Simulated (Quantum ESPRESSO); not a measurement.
# Pb in Quantum ESPRESSO: a series of runs

Runs on Pb. Level: PBE. Tasks: work function.

Program: Quantum ESPRESSO 7.5. These are calculated values, not measurements. Logs are shortened: lines on timing, memory, paths and dates and some standing lists are left out, and cuts for length are marked.

### 1 The slab as given

The cell holds a slab with vacuum, 5 atoms: a = 3.480 Å, b = 3.480 Å, c = 26.180 Å, α = 90.00°, β = 90.00°, γ = 120.00°.

The slab is cut from a database's or a generator's crystal, which needn't be the stable form of the element.

### 2 Work function, PBE

File pw.in:

```
&CONTROL
  calculation = 'scf'
  prefix = 'pwscf'
  outdir = './tmp'
  pseudo_dir = './pseudo'
  tprnfor = .true.
  disk_io = 'low'
/
&SYSTEM
  ibrav = 0
  celldm(1) = 8
  nat = 5
  ntyp = 1
  ecutwfc = 56
  nbnd = 46
  occupations = 'smearing'
  smearing = 'fd'
  degauss = 0.00367493
/
&ELECTRONS
  conv_thr = 5d-09
  electron_maxstep = 150
  mixing_beta = 0.3
  mixing_mode = 'local-TF'
/
ATOMIC_SPECIES
Pb   207.2000 Pb.upf
CELL_PARAMETERS alat
  0.8220310273332  -0.0000000000000   0.0000000000000
 -0.4110155136762   0.7118997523751   0.0000000000000
  0.0000000000000   0.0000000000000   6.1841287428378
ATOMIC_POSITIONS crystal
Pb     0.6666666667    0.3333333334    0.2864782277
Pb     0.3333333333    0.6666666666    0.3932391138
Pb     0.6666666667    0.3333333334    0.5000000000
Pb     0.3333333333    0.6666666666    0.6067608862
Pb     0.6666666667    0.3333333334    0.7135217723
K_POINTS automatic
4 4 1 0 0 0
```

File pp_density.in:

```
&INPUTPP
  prefix = 'pwscf'
  outdir = './tmp'
  filplot = 'density.dat'
  plot_num = 0
/
&PLOT
  nfile = 1
  filepp(1) = 'density.dat'
  iflag = 3
  output_format = 6
  fileout = 'density.cube'
/
```

File pp_potential.in:

```
&INPUTPP
  prefix = 'pwscf'
  outdir = './tmp'
  filplot = 'potential.dat'
  plot_num = 11
/
&PLOT
  nfile = 1
  filepp(1) = 'potential.dat'
  iflag = 3
  output_format = 6
  fileout = 'potential.cube'
/
```

File pp_elf.in:

```
&INPUTPP
  prefix = 'pwscf'
  outdir = './tmp'
  filplot = 'elf.dat'
  plot_num = 8
/
&PLOT
  nfile = 1
  filepp(1) = 'elf.dat'
  iflag = 3
  output_format = 6
  fileout = 'elf.cube'
/
```

Potentials or basis: PseudoDojo 0.4.1 SR PBE standard.

Started as:

```sh
> OMP_NUM_THREADS=1 mpirun -n 2 pw.x -in pw.in > pw.out
> OMP_NUM_THREADS=1 mpirun -n 1 pp.x -in pp_density.in > pp_density.out
> OMP_NUM_THREADS=1 mpirun -n 1 pp.x -in pp_potential.in > pp_potential.out
> OMP_NUM_THREADS=1 mpirun -n 1 pp.x -in pp_elf.in > pp_elf.out
```

pw.out:

```text
This program is part of the open-source Quantum ESPRESSO suite
     for quantum simulation of materials; please cite
[... 6 lines left out ...]
     using ibrav=0 with symmetry is DISCOURAGED, use correct ibrav instead

     Subspace diagonalization in iterative solution of the eigenvalue problem:
     a serial algorithm will be used

     --------------------
     sticks:   dense  smooth     PW     G-vecs:    dense   smooth      PW
     Min         336     336     99                52496    52496    8153
     Max         337     337    100                52511    52511    8156
     Sum         673     673    199               105007   105007   16309

     Using Slab Decomposition

     bravais-lattice index     =            0
     lattice parameter (alat)  =       8.0000  a.u.
     unit-cell volume          =    1852.9152 (a.u.)^3
     number of atoms/cell      =            5
     number of atomic types    =            1
     number of electrons       =        70.00
     number of Kohn-Sham states=           46
     kinetic-energy cutoff     =      56.0000  Ry
     charge density cutoff     =     224.0000  Ry
     scf convergence threshold =      5.0E-09
     mixing beta               =       0.3000
     number of iterations used =            8  local-TF  mixing
     Exchange-correlation= PBE
                           (   1   4   3   4   0   0   0)

     celldm(1)=   8.000000  celldm(2)=   0.000000  celldm(3)=   0.000000
     celldm(4)=   0.000000  celldm(5)=   0.000000  celldm(6)=   0.000000

     crystal axes: (cart. coord. in units of alat)
               a(1) = (   0.822031  -0.000000   0.000000 )
               a(2) = (  -0.411016   0.711900   0.000000 )
               a(3) = (   0.000000   0.000000   6.184129 )

     reciprocal axes: (cart. coord. in units 2 pi/alat)
               b(1) = (  1.216499  0.702346 -0.000000 )
               b(2) = (  0.000000  1.404692 -0.000000 )
               b(3) = ( -0.000000 -0.000000  0.161704 )

     PseudoPot. # 1 for Pb read from file:
     Pb.upf
     Pseudo is Norm-conserving + core correction, Zval = 14.0
     Generated using ONCVPSP code by D. R. Hamann
     Using radial grid of 1678 points,  6 beta functions with:
                l(1) =   0
                l(2) =   0
                l(3) =   1
                l(4) =   1
                l(5) =   2
                l(6) =   2

     atomic species   valence    mass     pseudopotential
     Pb               14.00   207.20000     Pb( 1.00)

     12 Sym. Ops. (no inversion) found

   Cartesian axes

     site n.     atom                  positions (alat units)
         1        Pb     tau(   1) = (   0.4110155   0.2372999   1.7716182  )
         2        Pb     tau(   2) = (  -0.0000000   0.4745998   2.4318413  )
         3        Pb     tau(   3) = (   0.4110155   0.2372999   3.0920644  )
         4        Pb     tau(   4) = (  -0.0000000   0.4745998   3.7522874  )
         5        Pb     tau(   5) = (   0.4110155   0.2372999   4.4125105  )

     number of k points=     4  Fermi-Dirac smearing, width (Ry)=  0.0037
                       cart. coord. in units 2pi/alat
        k(    1) = (   0.0000000   0.0000000   0.0000000), wk =   0.1250000
        k(    2) = (   0.0000000   0.3511730   0.0000000), wk =   0.7500000
        k(    3) = (   0.0000000  -0.7023461   0.0000000), wk =   0.3750000
        k(    4) = (   0.3041248   0.5267596   0.0000000), wk =   0.7500000

     Dense  grid:   105007 G-vectors     FFT dimensions: (  32,  32, 240)

     Initial potential from superposition of free atoms

     starting charge      69.9893, renormalised to      70.0000

     negative rho (up, down):  1.181E-05 0.000E+00
     Starting wfcs are   45 randomized atomic wfcs +    1 random wfcs

     Self-consistent Calculation

     iteration #  1     ecut=    56.00 Ry     beta= 0.30
     Davidson diagonalization with overlap
     ethr =  1.00E-02,  avg # of iterations =  4.5

     Threshold (ethr) on eigenvalues was too large:
     Diagonalizing with lowered threshold

     Davidson diagonalization with overlap
     ethr =  1.51E-04,  avg # of iterations =  6.5

     total energy              =    -703.75237246 Ry
     estimated scf accuracy    <       0.11087877 Ry

     iteration #  2     ecut=    56.00 Ry     beta= 0.30
     Davidson diagonalization with overlap
     ethr =  1.58E-04,  avg # of iterations =  1.0

     total energy              =    -703.74067504 Ry
     estimated scf accuracy    <       0.06727757 Ry

     iteration #  3     ecut=    56.00 Ry     beta= 0.30
     Davidson diagonalization with overlap
     ethr =  9.61E-05,  avg # of iterations =  3.8

     total energy              =    -703.74515596 Ry
     estimated scf accuracy    <       0.00254338 Ry

     iteration #  4     ecut=    56.00 Ry     beta= 0.30
     Davidson diagonalization with overlap
     ethr =  3.63E-06,  avg # of iterations =  8.8

     total energy              =    -703.74514005 Ry
     estimated scf accuracy    <       0.00148866 Ry

     iteration #  5     ecut=    56.00 Ry     beta= 0.30
     Davidson diagonalization with overlap
     ethr =  2.13E-06,  avg # of iterations =  3.8

     total energy              =    -703.74499753 Ry
     estimated scf accuracy    <       0.00077315 Ry

     iteration #  6     ecut=    56.00 Ry     beta= 0.30
     Davidson diagonalization with overlap
     ethr =  1.10E-06,  avg # of iterations =  5.2

     total energy              =    -703.74488131 Ry
     estimated scf accuracy    <       0.00029647 Ry

     iteration #  7     ecut=    56.00 Ry     beta= 0.30
     Davidson diagonalization with overlap
     ethr =  4.24E-07,  avg # of iterations =  5.5

     total energy              =    -703.74495517 Ry
     estimated scf accuracy    <       0.00014405 Ry

     iteration #  8     ecut=    56.00 Ry     beta= 0.30
     Davidson diagonalization with overlap
     ethr =  2.06E-07,  avg # of iterations =  3.8

     negative rho (up, down):  5.611E-07 0.000E+00

     total energy              =    -703.74497215 Ry
     estimated scf accuracy    <       0.00003486 Ry

     iteration #  9     ecut=    56.00 Ry     beta= 0.30
     Davidson diagonalization with overlap
     ethr =  4.98E-08,  avg # of iterations =  2.0

     negative rho (up, down):  6.024E-05 0.000E+00

     total energy              =    -703.74500732 Ry
     estimated scf accuracy    <       0.00001756 Ry

     iteration # 10     ecut=    56.00 Ry     beta= 0.30
     Davidson diagonalization with overlap
     ethr =  2.51E-08,  avg # of iterations =  4.2

     negative rho (up, down):  2.958E-07 0.000E+00

     total energy              =    -703.74500984 Ry
     estimated scf accuracy    <       0.00000148 Ry

     iteration # 11     ecut=    56.00 Ry     beta= 0.30
     Davidson diagonalization with overlap
     ethr =  2.12E-09,  avg # of iterations =  2.2

     total energy              =    -703.74501111 Ry
     estimated scf accuracy    <       0.00000022 Ry

     iteration # 12     ecut=    56.00 Ry     beta= 0.30
     Davidson diagonalization with overlap
     ethr =  3.11E-10,  avg # of iterations =  4.0

     total energy              =    -703.74501115 Ry
     estimated scf accuracy    <       0.00000001 Ry

     iteration # 13     ecut=    56.00 Ry     beta= 0.30
     Davidson diagonalization with overlap
     ethr =  1.93E-11,  avg # of iterations =  3.2

     total energy              =    -703.74501116 Ry
     estimated scf accuracy    <          6.5E-09 Ry

     iteration # 14     ecut=    56.00 Ry     beta= 0.30
     Davidson diagonalization with overlap
     ethr =  9.25E-12,  avg # of iterations =  2.2

     End of self-consistent calculation

          k = 0.0000 0.0000 0.0000 ( 13095 PWs)   bands (ev):

   -12.7048 -12.6893 -12.6893 -12.6083 -12.6081 -12.5964 -12.5964 -12.5944
   -12.5944 -12.5485 -12.5485 -12.4709 -12.4709 -12.4631 -12.4629 -12.4629
   -12.4600 -12.3984 -12.3984 -12.3799 -12.3799 -12.2418 -12.2418 -12.2320
   -12.2320  -7.2749  -6.7334  -6.0099  -4.9271  -3.9205   0.8631   2.4581
     4.5075   6.6826   8.0642   8.3403   9.8108   9.9535  10.2725  10.2725
    10.7137  10.7137  11.1696  11.1696  11.7170  11.7170

          k = 0.0000 0.3512 0.0000 ( 13084 PWs)   bands (ev):

   -12.7480 -12.6541 -12.6532 -12.6275 -12.6193 -12.5642 -12.5620 -12.5390
   -12.5384 -12.5023 -12.4998 -12.4736 -12.4701 -12.4650 -12.4601 -12.4527
   -12.4525 -12.3306 -12.3134 -12.3087 -12.2979 -12.2975 -12.2942 -12.2490
   -12.2295  -6.1856  -5.6570  -4.9698  -3.9623  -3.0857   2.0232   3.2368
     4.3484   4.6756   5.2646   5.8260   6.4871   7.0572   7.9047   7.9907
     8.5710   9.1149   9.3107   9.3414  10.2323  10.3262

          k = 0.0000-0.7023 0.0000 ( 13122 PWs)   bands (ev):

   -12.8023 -12.7114 -12.7021 -12.6972 -12.6185 -12.5894 -12.5881 -12.5598
   -12.5406 -12.5236 -12.4827 -12.4679 -12.4559 -12.4246 -12.4229 -12.3358
   -12.3352 -12.3188 -12.2919 -12.2634 -12.2303 -12.2133 -12.1962 -12.1782
   -12.1777  -3.7579  -3.3508  -2.9733  -2.5825  -2.5719   0.8202   0.8466
     1.4096   1.8026   2.6837   4.6348   6.0218   6.7146   6.7251   7.3305
     7.6933   7.8689   8.1026   9.1458   9.9928  10.5428

          k = 0.3041 0.5268 0.0000 ( 13138 PWs)   bands (ev):

   -12.6784 -12.6737 -12.6312 -12.6276 -12.5813 -12.5762 -12.5579 -12.5483
   -12.5321 -12.5179 -12.5006 -12.4947 -12.4913 -12.4123 -12.4121 -12.4028
   -12.3705 -12.3168 -12.3121 -12.3038 -12.2977 -12.2690 -12.2533 -12.2000
   -12.1884  -4.1785  -3.7188  -3.2020  -2.5281  -2.1629   2.2194   2.2473
     2.6836   2.8575   2.9058   4.2129   4.6102   4.6660   5.1181   5.6643
     6.1431   6.6166   7.6307   8.4892   9.0356  10.7335

     the Fermi energy is     4.6238 ev

!    total energy              =    -703.74501116 Ry
     estimated scf accuracy    <          7.3E-10 Ry
     smearing contrib. (-TS)   =      -0.00632018 Ry
     internal energy E=F+TS    =    -703.73869098 Ry

     The total energy is F=E-TS. E is the sum of the following terms:
     one-electron contribution =   -3185.47736762 Ry
     hartree contribution      =    1626.26405437 Ry
     xc contribution           =    -199.90109278 Ry
     ewald contribution        =    1055.37571504 Ry

     convergence has been achieved in  14 iterations

     Forces acting on atoms (cartesian axes, Ry/au):

     atom    1 type  1   force =     0.00000000   -0.00000000    0.00653490
     atom    2 type  1   force =     0.00000000    0.00000000   -0.01477979
     atom    3 type  1   force =     0.00000000    0.00000000    0.00000000
     atom    4 type  1   force =     0.00000000    0.00000000    0.01477979
     atom    5 type  1   force =    -0.00000000    0.00000000   -0.00653490

     Total force =     0.022854     Total SCF correction =     0.000114

=------------------------------------------------------------------------------=
   JOB DONE.
=------------------------------------------------------------------------------=
```

Wall time 26 s (2 MPI ranks of Arm Neoverse V2, shared host); peak memory 0.26 GiB.

These settings aren't checked as converged: the numbers below hold their error.

What came out:

* Free energy: -9574.9387 eV
* Largest force: 0.380 eV/Å
* Band gap on the k mesh: none (metal or under the smearing width)
* Work function of the upper face: 3.88 eV
* Work function of the lower face: 3.88 eV

Caveat: the k mesh is coarse (spacing up to 0.52 Å⁻¹), so the values aren't converged.

### 3 Work function, PBE

Changes to pw.in since step 2:

```diff
@@ -38,2 +38,2 @@
 K_POINTS automatic
-4 4 1 0 0 0
+6 6 1 0 0 0
```

pp_density.in is that of step 2.

pp_potential.in is that of step 2.

pp_elf.in is that of step 2.

Potentials or basis: PseudoDojo 0.4.1 SR PBE standard.

Started as:

```sh
> OMP_NUM_THREADS=1 mpirun -n 2 pw.x -nk 2 -in pw.in > pw.out
> OMP_NUM_THREADS=1 mpirun -n 1 pp.x -in pp_density.in > pp_density.out
> OMP_NUM_THREADS=1 mpirun -n 1 pp.x -in pp_potential.in > pp_potential.out
> OMP_NUM_THREADS=1 mpirun -n 1 pp.x -in pp_elf.in > pp_elf.out
```

pw.out:

```text
This program is part of the open-source Quantum ESPRESSO suite
     for quantum simulation of materials; please cite
[... 6 lines left out ...]
     using ibrav=0 with symmetry is DISCOURAGED, use correct ibrav instead

     K-points division:     npool     =       2
     Subspace diagonalization in iterative solution of the eigenvalue problem:
     a serial algorithm will be used

     G-vector sticks info
     --------------------
     sticks:   dense  smooth     PW     G-vecs:    dense   smooth      PW
     Sum         673     673    199               105007   105007   16873

     Using Slab Decomposition

     bravais-lattice index     =            0
     lattice parameter (alat)  =       8.0000  a.u.
     unit-cell volume          =    1852.9152 (a.u.)^3
     number of atoms/cell      =            5
     number of atomic types    =            1
     number of electrons       =        70.00
     number of Kohn-Sham states=           46
     kinetic-energy cutoff     =      56.0000  Ry
     charge density cutoff     =     224.0000  Ry
     scf convergence threshold =      5.0E-09
     mixing beta               =       0.3000
     number of iterations used =            8  local-TF  mixing
     Exchange-correlation= PBE
                           (   1   4   3   4   0   0   0)

     celldm(1)=   8.000000  celldm(2)=   0.000000  celldm(3)=   0.000000
     celldm(4)=   0.000000  celldm(5)=   0.000000  celldm(6)=   0.000000

     crystal axes: (cart. coord. in units of alat)
               a(1) = (   0.822031  -0.000000   0.000000 )
               a(2) = (  -0.411016   0.711900   0.000000 )
               a(3) = (   0.000000   0.000000   6.184129 )

     reciprocal axes: (cart. coord. in units 2 pi/alat)
               b(1) = (  1.216499  0.702346 -0.000000 )
               b(2) = (  0.000000  1.404692 -0.000000 )
               b(3) = ( -0.000000 -0.000000  0.161704 )

     PseudoPot. # 1 for Pb read from file:
     Pb.upf
     Pseudo is Norm-conserving + core correction, Zval = 14.0
[... 27 lines left out ...]
        k(    3) = (   0.0000000   0.4682307   0.0000000), wk =   0.3333333
        k(    4) = (   0.0000000  -0.7023461   0.0000000), wk =   0.1666667
        k(    5) = (   0.2027498   0.3511730   0.0000000), wk =   0.3333333
        k(    6) = (   0.2027498   0.5852884   0.0000000), wk =   0.6666667
        k(    7) = (   0.4054997   0.7023461   0.0000000), wk =   0.1111111

     Dense  grid:   105007 G-vectors     FFT dimensions: (  32,  32, 240)

     Initial potential from superposition of free atoms

     starting charge      69.9893, renormalised to      70.0000

     negative rho (up, down):  1.181E-05 0.000E+00
     Starting wfcs are   45 randomized atomic wfcs +    1 random wfcs

     Self-consistent Calculation

     iteration #  1     ecut=    56.00 Ry     beta= 0.30
     Davidson diagonalization with overlap
     ethr =  1.00E-02,  avg # of iterations =  5.0

     Threshold (ethr) on eigenvalues was too large:
     Diagonalizing with lowered threshold

     Davidson diagonalization with overlap
     ethr =  8.20E-05,  avg # of iterations =  6.4

     total energy              =    -703.77874458 Ry
     estimated scf accuracy    <       0.06162509 Ry
[... 88 lines left out ...]
     iteration # 13     ecut=    56.00 Ry     beta= 0.30
     Davidson diagonalization with overlap
     ethr =  4.68E-11,  avg # of iterations =  2.6

     End of self-consistent calculation

          k = 0.0000 0.0000 0.0000 ( 13095 PWs)   bands (ev):

   -12.6218 -12.6218 -12.6120 -12.5100 -12.5100 -12.4866 -12.4864 -12.4706
   -12.4706 -12.4625 -12.4611 -12.4324 -12.4324 -12.4229 -12.4229 -12.4070
   -12.4070 -12.3118 -12.3118 -12.2919 -12.2919 -12.2200 -12.2200 -12.2135
   -12.2135  -7.2443  -6.6946  -5.9137  -4.8468  -3.8724   0.9052   2.5135
     4.5724   6.7146   8.0716   8.3081   9.7884   9.9625  10.3047  10.3047
    10.7533  10.7533  11.2657  11.2657  11.7976  11.8539
[... 12 lines left out ...]
   -12.7082 -12.6054 -12.5660 -12.5560 -12.5386 -12.5080 -12.4914 -12.4733
   -12.4410 -12.4332 -12.4125 -12.3736 -12.3723 -12.3699 -12.3530 -12.2764
   -12.2720 -12.2606 -12.2575 -12.2446 -12.2320 -12.2317 -12.2292 -12.2077
   -12.1962  -5.3316  -4.8104  -4.1101  -3.2153  -2.5299   2.3654   2.4152
     3.2190   3.2915   4.3393   4.6545   5.3065   6.5971   7.3365   7.9479
     8.3208   8.7686   9.0026   9.7868   9.8808   9.9314

          k = 0.0000-0.7023 0.0000 ( 13122 PWs)   bands (ev):

   -12.7361 -12.6347 -12.5942 -12.5840 -12.5640 -12.5225 -12.5057 -12.4930
   -12.4834 -12.4326 -12.3967 -12.3905 -12.3523 -12.3505 -12.3489 -12.2399
   -12.2357 -12.2153 -12.2082 -12.2004 -12.2003 -12.1997 -12.1790 -12.1532
   -12.1527  -3.7230  -3.3075  -2.8784  -2.5237  -2.5117   0.8552   0.9018
     1.4710   1.9035   2.7403   4.6840   6.0747   6.7545   6.7580   7.3763
     7.7416   7.9084   8.2078   9.2309  10.0362  10.6002
[... 21 lines left out ...]
   -12.6170 -12.5807 -12.5432 -12.5322 -12.5032 -12.4756 -12.4456 -12.4244
   -12.4177 -12.4175 -12.4087 -12.3631 -12.3524 -12.3502 -12.3128 -12.3111
   -12.2944 -12.2942 -12.2763 -12.2719 -12.2366 -12.2303 -12.2243 -12.2118
   -12.1959  -2.7187  -2.6506  -2.5004  -2.3499  -2.3101   1.8216   2.2282
     2.3712   2.4081   3.1039   3.1916   3.3784   3.9409   4.1818   5.0139
     6.0249   6.7418   7.3715   8.5133   8.9571   9.9273

     the Fermi energy is     4.7268 ev

!    total energy              =    -703.77210890 Ry
     estimated scf accuracy    <          2.5E-09 Ry
     smearing contrib. (-TS)   =      -0.00303845 Ry
     internal energy E=F+TS    =    -703.76907045 Ry

     The total energy is F=E-TS. E is the sum of the following terms:
     one-electron contribution =   -3185.83886263 Ry
     hartree contribution      =    1626.61003036 Ry
     xc contribution           =    -199.91595322 Ry
     ewald contribution        =    1055.37571504 Ry

     convergence has been achieved in  13 iterations

     Forces acting on atoms (cartesian axes, Ry/au):

     atom    1 type  1   force =    -0.00000000    0.00000000   -0.00939697
     atom    2 type  1   force =     0.00000000    0.00000000   -0.00896126
     atom    3 type  1   force =     0.00000000   -0.00000000    0.00000000
     atom    4 type  1   force =     0.00000000    0.00000000    0.00896126
     atom    5 type  1   force =     0.00000000    0.00000000    0.00939697

     Total force =     0.018363     Total SCF correction =     0.000198

=------------------------------------------------------------------------------=
   JOB DONE.
=------------------------------------------------------------------------------=
```

Run time: 50 s. Hardware: 2 MPI ranks of Arm Neoverse V2, shared host; peak memory 0.46 GiB.

What came out:

* Free energy: -9575.3073 eV
* Largest force: 0.242 eV/Å
* Band gap on the k mesh: none (metal or under the smearing width)
* Work function of the upper face: 3.70 eV
* Work function of the lower face: 3.70 eV

Forces in eV/Å, atoms in the order of the input:
```
Pb   0.000  0.000 -0.242
Pb   0.000  0.000 -0.230
Pb   0.000  0.000  0.000
Pb   0.000  0.000  0.230
Pb   0.000  0.000  0.242
```

Levels at points of the mesh, in eV from the Fermi level:
```tsv
k point	band 34	band 35	band 36	band 37	band 38	band 39
(0.00, 0.00, 0.00)	1.99	3.34	3.58	5.06	5.24	5.58
(0.00, -0.50, 0.00)	-2.82	-1.99	-0.04	1.35	2.03	2.03
```

Caveat: the k mesh is coarse.

[end of part 1 of 2]
